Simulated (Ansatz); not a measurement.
## How far is PAW off for CoSi₂?

```
Co Si
1.0
     0.00000    2.68250    2.73615
     2.68250    0.00000    2.73615
     2.68250    2.68250    0.00000
Co Si
1 2
Direct
  0.00000 0.00000 0.00000
  0.25000 0.25000 0.25000
  0.75000 0.75000 0.75000
```

Atom numbers follow the list: Co1, Si2, Si3.

The cell is COD entry 1008148, as deposited and not checked against the literature; nothing was relaxed. The listed cell was then made from it by scaling, straining or moving an atom.

Levels of theory: DFT, PBE, PAW with Ansatz's default frozen-core files, scalar-relativistic (Ansatz 0.2.0); DFT, PBE, all-electron PAW with datasets made for the crystal, scalar-relativistic (Ansatz 0.2.0); DFT, PBE, all-electron LAPW, scalar-relativistic (Ansatz 0.2.0).

For PAW: a Γ-centred 11×11×11 k mesh, Fermi–Dirac smearing of 0.05 eV, cutoff 420 eV, spin-polarised from start moments Co1 2 μB (the moments died away, and the run ended non-magnetic). The crystal-made all-electron datasets (AE datasets) take a cutoff of 320 eV at this cell. LAPW targets a basis error of 1 meV/atom. The Ansatz runs share mesh, smearing and spin set-up. Plane-wave (PAW) pressures include the program's estimate of the Pulay term.

Stress and pressure are positive in compression.

| quantity | PAW | AE datasets | LAPW |
| --- | --- | --- | --- |
| pressure (GPa) | -3.86 | -3.81 | -3.81 |
| stress xx (GPa) | -3.31 | -3.25 | -3.26 |
| stress zz (GPa) | -4.97 | -4.91 | -4.91 |

PAW's pressure differs from the LAPW value by -0.05 GPa.
